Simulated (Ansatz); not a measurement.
# Te: the cost of one run

Method: DFT LDA, scalar-relativistic, in Ansatz 0.2.0.

## (1) The structure to begin with

The structure is trigonal, space group P3_121 (No. 152). The conventional cell has a = 4.458 Å, b = 4.458 Å, c = 5.925 Å, α = 90.00°, β = 90.00°, γ = 120.00°. Te (site symmetry 2) has 2 Te at 2.79 Å in its first shell of neighbours.

As a file:

```
Te
1.0
     4.45800    0.00000    0.00000
    -2.22900    3.86074    0.00000
     0.00000    0.00000    5.92500
Te
3
Cartesian
  3.3212 0.0000 1.9750
  -1.6606 2.8763 3.9500
  0.5684 0.9845 0.0000
```

Atoms are numbered in the order of the input: Te1, Te2, Te3.

## (2) Volume × 0.94, LAPW

The input, input.yaml:

```yaml
crystal:
  lattice:
    - [4.3669943424, 0.0, 0.0]
    - [-2.1834971712, 3.7819280387, 0.0]
    - [0.0, 0.0, 5.8040476941]
  atoms:
    - { symbol: Te, position: [0.745, 0.0, 0.3333333333] }
    - { symbol: Te, position: [0.0, 0.745, 0.6666666667] }
    - { symbol: Te, position: [0.255, 0.255, 0.0] }
kpoints:
  mp_grid: { grid: [9, 9, 6] }
  band_path:
    path:
      - [0.0, 0.0, 0.0]
      - [0.5, 0.0, 0.0]
      - [0.3333333333, 0.3333333333, 0.0]
      - [0.0, 0.0, 0.0]
      - [0.0, 0.0, 0.5]
      - [0.5, 0.0, 0.5]
      - [0.3333333333, 0.3333333333, 0.5]
      - [0.0, 0.0, 0.5]
      - [0.5, 0.0, 0.5]
    npoints: 5
scf:
  occupations: { method: fermi_dirac, width: 0.08 }
hamiltonian:
  xc: lda
  pseudopotentials: { kind: all_electron, lapw: { basis_error: 0.0005 } }
output:
  forces: true
  stress: true
  eigenvalues: true
```

Started as:

```console
ansatz run input.yaml --threads 1 --pin off --max-ram 4096MiB --backend cpu --events-out ev --progress --plain --runs-dir out
```

Q: Estimate wall time and peak memory on 1 thread of Arm Neoverse V1, shared host.

About 2.9 min, with a peak of 0.56 GiB.
